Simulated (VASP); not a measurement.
# ZnSe (F-43m) in VASP: Born charges and dielectric tensor with LDA

Aim: the Born charges and dielectric tensor of ZnSe with LDA.

All numbers are computed with VASP 6.6.1; they aren't measurements. Logs are shortened: lines on timing, memory, paths and dates and some standing lists are left out, and cuts for length are marked.

**Measured values to compare with.**

“Alloy Disordering Effects on the Thermal Conductivity and Energy Gap Temperature Dependence of Cd1−xZnxSe Ternary Crystals Grown by the Bridgman Method”, 2023, pmc:10253836 reports, for a bulk crystal of ZnSe at 300 K: band gap 2.695 ± 0.003 eV (an exciton energy, a little under the gap).

A printed reference work, textbook reports, for a bulk crystal of ZnSe: high-frequency dielectric constant 5.9.

How close the calculation comes is told below.

**1. The crystal as given**

Symmetry: F-43m, No. 216, cubic system. The conventional cell has a = 5.665 Å, b = 5.665 Å, c = 5.665 Å, α = 90.00°, β = 90.00°, γ = 90.00°. Zn (site symmetry -43m) has 4 Se at 2.45 Å as nearest neighbours. Se (site symmetry -43m) is surrounded by 4 Zn at 2.45 Å.

The cell is a database's computed one.

**2. Born charges and dielectric tensor, LDA**

INCAR

```
SYSTEM = ZnSe
ALGO = Fast
EDIFF = 1E-8
ENCUT = 600
GGA = CA
IBRION = 8
ISIF = 2
ISMEAR = 0
LASPH = .TRUE.
LCHARG = .FALSE.
LEPSILON = .TRUE.
LREAL = .FALSE.
LWAVE = .FALSE.
NELM = 80
NSW = 1
PREC = Accurate
SIGMA = 0.02
```

KPOINTS

```
k-points
0
G
  8 8 8
  0 0 0
```

POSCAR

```
ZnSe
1.0
    0.0000000000      2.8324425400      2.8324425400
    2.8324425400      0.0000000000      2.8324425400
    2.8324425400      2.8324425400      0.0000000000
Zn Se
1 1
Direct
    0.0000000000      0.0000000000      0.0000000000
    0.2500000000      0.2500000000      0.2500000000
```

Potentials or basis: VASP PAW LDA potentials, release 64 (Zn, Se).

Command:

```console
$ cat potpaw_LDA.64/Zn/POTCAR potpaw_LDA.64/Se/POTCAR > POTCAR
$ mpirun -np 1 vasp_std > vasp.out
```

OUTCAR:

```text
SYSTEM = ZnSe
   EDIFF = 1E-8
   ENCUT = 600
   GGA = CA
   IBRION = 8
   ISIF = 2
   ISMEAR = 0
   LASPH = .TRUE.
   LEPSILON = .TRUE.
   LREAL = .FALSE.
   NELM = 80
   NSW = 1
   PREC = Accurate

 ion  position               nearest neighbor table
   1  0.000  0.000  0.000-   2 2.45   2 2.45   2 2.45   2 2.45
   2  0.250  0.250  0.250-   1 2.45   1 2.45   1 2.45   1 2.45

  LATTYP: Found a face centered cubic cell.
 ALAT       =     5.6648850800

  Lattice vectors:

 A1 = (   0.0000000000,   2.8324425400,   2.8324425400)
 A2 = (   2.8324425400,   0.0000000000,   2.8324425400)
 A3 = (   2.8324425400,   2.8324425400,   0.0000000000)

Analysis of symmetry for initial positions (statically):
=====================================================================
 Subroutine PRICEL returns:
 Original cell was already a primitive cell.

 Routine SETGRP: Setting up the symmetry group for a
 face centered cubic supercell.

 Subroutine GETGRP returns: Found 24 space group operations
 (whereof 24 operations were pure point group operations)
 out of a pool of 48 trial point group operations.

The static configuration has the point symmetry T_d .

Analysis of symmetry for dynamics (positions and initial velocities):
=====================================================================
 Subroutine PRICEL returns:
 Original cell was already a primitive cell.

 Routine SETGRP: Setting up the symmetry group for a
 face centered cubic supercell.

 Subroutine GETGRP returns: Found 24 space group operations
 (whereof 24 operations were pure point group operations)
 out of a pool of 48 trial point group operations.

The dynamic configuration has the point symmetry T_d .

 Subroutine INISYM returns: Found 24 space group operations
 (whereof 24 operations are pure point group operations),
 and found     1 'primitive' translations

----------------------------------------------------------------------------------------

                                     Primitive cell

  volume of cell :      45.4478

  direct lattice vectors                    reciprocal lattice vectors
     0.000000000  2.832442540  2.832442540    -0.176526088  0.176526088  0.176526088
     2.832442540  0.000000000  2.832442540     0.176526088 -0.176526088  0.176526088
     2.832442540  2.832442540  0.000000000     0.176526088  0.176526088 -0.176526088

  length of vectors
     4.005678655  4.005678655  4.005678655     0.305752153  0.305752153  0.305752153

  position of ions in fractional coordinates (direct lattice)
     0.000000000  0.000000000  0.000000000
     0.250000000  0.250000000  0.250000000

  ion indices of the primitive-cell ions
   primitive index   ion index
                 1           1
                 2           2

----------------------------------------------------------------------------------------

 KPOINTS: k-points

Automatic generation of k-mesh.
 Grid dimensions read from file:
 generate k-points for:    8    8    8

 Generating k-lattice:

  Cartesian coordinates                     Fractional coordinates (reciprocal lattice)
    -0.022065761  0.022065761  0.022065761     0.125000000  0.000000000  0.000000000
     0.022065761 -0.022065761  0.022065761     0.000000000  0.125000000  0.000000000
     0.022065761  0.022065761 -0.022065761     0.000000000  0.000000000  0.125000000

  Length of vectors
     0.038219019  0.038219019  0.038219019

  Shift w.r.t. Gamma in fractional coordinates (k-lattice)
     0.000000000  0.000000000  0.000000000

 Subroutine IBZKPT returns following result:
 ===========================================

 Found     29 irreducible k-points:

 Following reciprocal coordinates:
            Coordinates               Weight
  0.000000  0.000000  0.000000      1.000000
[... 491 lines left out ...]
     0.000000000  2.832442540  2.832442540    -0.176526088  0.176526088  0.176526088
     2.832442540  0.000000000  2.832442540     0.176526088 -0.176526088  0.176526088
     2.832442540  2.832442540  0.000000000     0.176526088  0.176526088 -0.176526088

 POSITION                                       TOTAL-FORCE (eV/Angst)
 -----------------------------------------------------------------------------------
      0.00000      0.00000      0.00000         0.000000      0.000000      0.000000
      1.41622      1.41622      1.41622        -0.000000     -0.000000     -0.000000
 -----------------------------------------------------------------------------------
    total drift:                                0.000000      0.000000      0.000000

  FREE ENERGIE OF THE ION-ELECTRON SYSTEM (eV)
  ---------------------------------------------------
  free  energy   TOTEN  =        -7.3515431784 eV

  energy  without entropy=       -7.3515431784  energy(sigma->0) =       -7.35154318

 HEAD OF MICROSCOPIC STATIC DIELECTRIC TENSOR (INDEPENDENT PARTICLE, excluding Hartree and local field effects)
 ------------------------------------------------------
           9.119029     0.000000     0.000000
           0.000000     9.119029     0.000000
           0.000000     0.000000     9.119029
 ------------------------------------------------------

 Free energy of the ion-electron system (eV)
  ---------------------------------------------------
  ---------------------------------------------------
  free energy    TOTEN  =        -1.00542203 eV

  energy without entropy =       -1.00542203

------------------------ aborting loop because EDIFF is reached ----------------------------------------

--------------------------------------- Ionic step        2  -------------------------------------------

------------------------ aborting loop because EDIFF is reached ----------------------------------------

--------------------------------------- Ionic step        3  -------------------------------------------

------------------------ aborting loop because EDIFF is reached ----------------------------------------

 PIEZOELECTRIC TENSOR FIELD DIRECTION 3  (e Angst)
 -----------------------------------------------------------------------------
    -0.00032 -2.06196  0.00000           (  0.00000  0.03462  0.00000)
    -2.06196 -0.00032  0.00000           (  0.03462  0.00000  0.00000)
     0.00000  0.00000 -0.00113           (  0.00000  0.00000 -0.00000)

 PIEZOELECTRIC TENSOR FIELD DIRECTION 3  (C/m^2)
 -----------------------------------------------------------------------------
    -0.00011 -0.72690  0.00000
    -0.72690 -0.00011  0.00000
     0.00000  0.00000 -0.00040

--------------------------------------- Ionic step        4  -------------------------------------------

------------------------ aborting loop because EDIFF is reached ----------------------------------------

[... ionic steps 5 to 6 ...]

--------------------------------------- Ionic step        7  -------------------------------------------

 Free energy of the ion-electron system (eV)
  ---------------------------------------------------
  ---------------------------------------------------
  free energy    TOTEN  =        -0.08264418 eV

  energy without entropy =       -0.08264418

------------------------ aborting loop because EDIFF is reached ----------------------------------------

 INTERNAL STRAIN TENSOR  FOR ION    2  DIRECTION 1   (eV/Angst):
 -----------------------------------------------------------------------------
     0.00820  0.00000  0.00000
     0.00000  0.00143 -4.42758
     0.00000 -4.42758  0.00143

 MACROSCOPIC STATIC DIELECTRIC TENSOR (including local field effects in DFT)
 ------------------------------------------------------
           8.600369    -0.000000     0.000000
           0.000000     8.600369     0.000000
          -0.000000    -0.000000     8.600369
 ------------------------------------------------------

 PIEZOELECTRIC TENSOR (including local field effects)  for field in x, y, z        (e  Angst)
          XX          YY          ZZ          XY          YZ          ZX
  --------------------------------------------------------------------------------
  x     0.00000    -0.00000     0.00000     0.00000    -2.07789    -0.00000
  y     0.00000     0.00000     0.00000    -0.00000     0.00000    -2.07789
  z     0.00000     0.00000     0.00000    -2.07789    -0.00000     0.00000

 PIEZOELECTRIC TENSOR (including local field effects)  for field in x, y, z        (C/m^2)
          XX          YY          ZZ          XY          YZ          ZX
  --------------------------------------------------------------------------------
  x     0.00000    -0.00000     0.00000     0.00000    -0.73252    -0.00000
  y     0.00000     0.00000     0.00000    -0.00000     0.00000    -0.73252
  z     0.00000     0.00000     0.00000    -0.73252    -0.00000     0.00000

 BORN EFFECTIVE CHARGES (including local field effects) (in |e|, cummulative output)
 ---------------------------------------------------------------------------------
 ion    1
    1     2.09371     0.00000     0.00000
    2     0.00000     2.09371     0.00000
    3     0.00000     0.00000     2.09371
 ion    2
    1    -2.09371     0.00000     0.00000
    2     0.00000    -2.09371     0.00000
    3     0.00000     0.00000    -2.09371

 INTERNAL STRAIN TENSOR FOR ION    2 for displacements in x,y,z  (eV/Angst):
          X           Y           Z          XY          YZ          ZX
  --------------------------------------------------------------------------------
  x     0.00000     0.00000     0.00000     0.00000    -4.42758     0.00000
  y    -0.00000     0.00000    -0.00000     0.00000     0.00000    -4.42758
  z     0.00000     0.00000     0.00000    -4.42758     0.00000     0.00000

 SECOND DERIVATIVES (NOT SYMMETRIZED)
 ------------------------------------
               1X          1Y          1Z          2X          2Y          2Z
  1X    -5.257369    0.000000    0.000000    5.257369    0.000000    0.000000
  1Y     0.000000   -5.257369    0.000000    0.000000    5.257369    0.000000
  1Z     0.000000    0.000000   -5.257369    0.000000    0.000000    5.257369
  2X     5.326364    0.000000    0.000000   -5.326364    0.000000    0.000000
  2Y     0.000000    5.326364    0.000000    0.000000   -5.326364    0.000000
  2Z     0.000000    0.000000    5.326364    0.000000    0.000000   -5.326364

 Eigenvectors and eigenvalues of the dynamical matrix
 ----------------------------------------------------

   1 f  =    6.011370 THz    37.770555 2PiTHz  200.517736 cm-1    24.861020 meV
             X         Y         Z           dx          dy          dz
      0.000000  0.000000  0.000000     0.000000    0.737408    0.000000
      1.416221  1.416221  1.416221     0.000000   -0.675448    0.000000
[... 21 lines left out ...]
   6 f/i=    0.019519 THz     0.122640 2PiTHz    0.651075 cm-1     0.080723 meV
             X         Y         Z           dx          dy          dz
      0.000000  0.000000  0.000000     0.000000    0.000000   -0.675448
      1.416221  1.416221  1.416221     0.000000    0.000000   -0.737408

--------------------------------------------------------------------------------------------------------

 MACROSCOPIC STATIC DIELECTRIC TENSOR IONIC CONTRIBUTION
 ------------------------------------------------------
           3.298141     0.000000     0.000000
           0.000000     3.298141     0.000000
           0.000000     0.000000     3.298141
 ------------------------------------------------------

 ELASTIC MODULI CONTR FROM IONIC RELAXATION (kBar)
 Direction    XX          YY          ZZ          XY          YZ          ZX
 --------------------------------------------------------------------------------
 XX          -0.0000      0.0000      0.0000     -0.0000      0.0000      0.0000
 YY           0.0000     -0.0000      0.0000     -0.0000     -0.0000      0.0000
 ZZ           0.0000      0.0000     -0.0000      0.0000     -0.0000      0.0000
 XY          -0.0000     -0.0000      0.0000   -130.7608      0.0000      0.0000
 YZ           0.0000     -0.0000     -0.0000      0.0000   -130.7608      0.0000
 ZX           0.0000      0.0000      0.0000      0.0000      0.0000   -130.7608
 --------------------------------------------------------------------------------

 PIEZOELECTRIC TENSOR IONIC CONTR  for field in x, y, z        (C/m^2)
          XX          YY          ZZ          XY          YZ          ZX
  --------------------------------------------------------------------------------
  x    -0.00000     0.00000     0.00000     0.00000     0.61794     0.00000
  y    -0.00000    -0.00000    -0.00000     0.00000     0.00000     0.61794
  z     0.00000     0.00000    -0.00000     0.61794     0.00000     0.00000
```

It took 3.3 min on 1 thread of Intel Xeon Platinum 8488C (Sapphire Rapids), shared host; peak memory 0.32 GiB.

What came out:

| Item | Value |
| --- | --- |
| Band gap on the k mesh | 1.07 eV, direct |
| Electronic dielectric tensor (diagonal) | 8.60 |
| Born charges (mean of the diagonal) | Zn +2.09; Se -2.09 e |
| Highest phonon frequency at Γ, LO-TO splitting left out | 201 cm⁻¹ |

Phonon frequencies in cm⁻¹ (negative: imaginary):
```
              q point           frequencies
(0.000, 0.000, 0.000)  -1 -1 -1 201 201 201
```

Electronic dielectric tensor:
```
8.60 0.00 0.00
0.00 8.60 0.00
0.00 0.00 8.60
```

Born effective charge tensors (e):
atom 1, Zn
```
2.09 0.00 0.00
0.00 2.09 0.00
0.00 0.00 2.09
```
atom 2, Se
```
-2.09  0.00  0.00
 0.00 -2.09  0.00
 0.00  0.00 -2.09
```

**3. Comparison with measurements**

Step 2. Measured gap of ZnSe: 2.695 eV (an exciton energy, a little under the gap; 300 K; “Alloy Disordering Effects on the Thermal Conductivity and Energy Gap Temperature Dependence of Cd1−xZnxSe Ternary Crystals Grown by the Bridgman Method”, 2023, pmc:10253836). This calculation gives 1.07 eV (-1.62 eV). So large a miss can be the level of theory's own, or it may mean another phase, state or a wrong row. Spin-orbit coupling on Se is left out. The value is that of LDA, without temperature or zero-point motion. Semilocal functionals fall short of measured gaps as a rule. The cell is a database's relaxed one, not the measured one, which moves gaps too. Against the measured high-frequency dielectric constant of ZnSe, 5.9 (a printed reference work, textbook), the calculated 8.60 is off by +45.8 %. So large a miss can be the level of theory's own, or it may mean another phase, state or a wrong row.
